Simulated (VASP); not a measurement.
BN:

```
CELL_PARAMETERS angstrom
2.50804 0.00000 0.00000
-1.24671 2.17623 0.00000
-0.63067 -1.08812 3.02254
ATOMIC_POSITIONS crystal
B 0.97964 0.98350 0.00181
N 0.66851 0.33238 0.98500
```

The cell comes from a database or a generator and needn't be the stable form of this composition.

Base run:

```yaml
Program: VASP 6.6.1
Functional: LDA
Potentials_or_basis: VASP PAW LDA potentials, release 64 (B, N)
Cutoff: 520 eV
k_mesh: 13 × 13 × 9
Occupations: gaussian, width 0.01 eV
Spin: no spin polarisation
```

Its results: band gap on the k mesh 2.63 eV, indirect (least direct gap 4.39 eV); pressure -3.5 GPa; largest force 2.698 eV/Å.

Problem. The run is repeated on the same cell with these changes: k mesh from 13 × 13 × 9 to 7 × 7 × 5; further incar settings from ALGO = Fast; EDIFF = 1e-07; NBANDS = 11 to ALGO = Normal; EDIFF = 1e-06; NBANDS = 11. What comes out?

Solution. Band gap on the k mesh 2.99 eV, indirect (least direct gap 4.70 eV); pressure -3.5 GPa; largest force 2.699 eV/Å.

Caveats: some runs use coarse meshes; an odd mesh through Γ misses points on the zone boundary, where band edges often lie; forces of over 1 eV/Å show positions far from the minimum, so gaps and moduli don't describe the material at rest.
